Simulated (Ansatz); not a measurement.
The system is TaS2.

```
Ta S
1.0
     3.35000    0.00000    0.00000
    -1.67500    2.90119    0.00000
     0.00000    0.00000    5.86000
Ta S
1 2
Cartesian
  0.0000 0.0000 0.0000
  1.6750 0.9671 4.3950
  0.0000 1.9341 1.4650
```

```yaml
Program: Ansatz 0.2.0
Task: relaxation of cell and atoms
Functional: BLYP
Potentials_or_basis: Ansatz PAW
Cutoff: "420 eV (not typed: the program's choice for these potentials)"
k_mesh: 9 × 9 × 5
Occupations: fermi-dirac, width 0.05 eV
Spin: no spin polarisation
```

At the start: volume 18.98 Å³/atom.

Problem. How do energy, volume and symmetry change on relaxing?

Solution. It ends after 24 steps and the volume is 30.97 Å³/atom (+63.1 %); space group P-3m1 (No. 164, to 0.05 Å).

The path:
```
step  energy change (eV)  largest force (eV/Å)  volume (Å³)
   1              0.0000                1.4772        56.95
   2             -0.2902                0.3412        65.03
   3             -0.3231                0.1900        67.95
   4             -0.3367                0.0836        68.78
   5             -0.3410                0.0370        70.28
   6             -0.3432                0.0009        72.25
   7             -0.3433                0.0004        72.56
   8             -0.3433                0.0003        72.70
   9             -0.3529                0.0020        72.70
  10             -0.3568                0.0184        75.10
  11             -0.3598                0.0163        77.96
  12             -0.3605                0.0044        79.13
  13             -0.3604                0.1275        82.03
  14             -0.3615                0.0092        82.73
  15             -0.3616                0.0063        83.18
  16             -0.3615                0.0025        83.57
  17             -0.3654                0.0016        83.57
  18             -0.3668                0.0327        86.47
  19             -0.3675                0.0478        89.44
  20             -0.3677                0.0005        90.01
  21             -0.3675                0.0298        93.06
  22             -0.3677                0.0019        92.59
  23             -0.3676                0.0000        92.91
  24             -0.3696                0.0005        92.91
```

Final structure:
```
Ta S
1.0
     3.47001    0.00000    0.00000
    -1.73501    3.00512    0.00000
     0.00000    0.00000    8.91023
Ta S
1 2
Direct
  0.00000 0.00000 0.00000
  0.66667 0.33333 0.82978
  0.33333 0.66667 0.17022
```

Caveat: the volume moved by over 15 % at a fixed basis, so the end points are rough; the plane-wave basis is chosen anew once the cell has moved, so the energies of steps on either side of that aren't comparable; this functional lacks dispersion, which binds the layers, so the pressure and a relaxed spacing across them are unreliable, and here the layers came unbound; the volume moved by +63 % from the deposited cell, more than functionals usually miss; the PAW data sets come from PBE, with cores solved anew for the run's functional, which leaves a small shift of forces and pressure.
